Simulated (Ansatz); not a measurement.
**Lu (diamond type): a single-point run**

Wanted: a converged single-point run for Lu (diamond type), and a check of what comes out. The structure is shown as the input types it.

Program: Ansatz 0.2.0. Level of theory: DFT, PBE, norm-conserving pseudopotentials, Ansatz's default files, scalar-relativistic. These are calculated values, not measurements.

1 further run of the same task is left out (it didn't finish). Runs told in other sessions of the task aren't counted.

## Step 1: The system as given

Symmetry: R-3m, No. 166, trigonal system. Conventional cell: a = 4.690 Å, b = 4.690 Å, c = 11.487 Å, α = 90.00°, β = 90.00°, γ = 120.00°. Lu (site symmetry 3m) has 1 Lu at 1.67 Å in its first shell of neighbours.

As a file:

```
CELL_PARAMETERS angstrom
0.00000 3.31605 3.31605
3.31605 0.00000 3.31605
3.31605 3.31605 0.00000
ATOMIC_POSITIONS crystal
Lu 0.71750 0.92750 0.92750
Lu 0.28250 0.07250 0.07250
```

## Step 2: Running it

File input.yaml:

```yaml
crystal:
  lattice:
    - [0.0, 3.3160452135, 3.3160452135]
    - [3.3160452135, 0.0, 3.3160452135]
    - [3.3160452135, 3.3160452135, 0.0]
  atoms:
    - { symbol: Lu, position: [-0.2825, -0.0725, -0.0725] }
    - { symbol: Lu, position: [0.2825, 0.0725, 0.0725] }
kpoints:
  mp_grid: { grid: [8, 8, 8] }
scf:
  occupations: { method: fermi_dirac, width: 0.05 }
  max_iter: 100
hamiltonian:
  xc: pbe
  pseudopotentials: { kind: nc }
output:
  forces: true
  stress: true
  eigenvalues: true
  populations: true
magnetization:
  spin_polarized: true
  initial_magnetization: 1
```

Launch:

```
$ ansatz run input.yaml --threads 1 --pin off --max-ram 2048MiB --backend cpu --events-out ev --progress --plain --runs-dir out
```

**Question.** How will this run end, and is anything wrong with its input?

This run ends as converged, with warnings (seeded moment not kept). It gives a pressure of 60 GPa and a largest force of 55.8 eV/Å, which is large; a structure far from rest gives such values too, whatever the setting.

In the input, magnetization.spin_polarized is true; magnetization.initial_magnetization is 1. A typed moment is only a start; here the run ends at the energy of the run without it (within 1 meV an atom), so the result stands.

No remedy is needed.
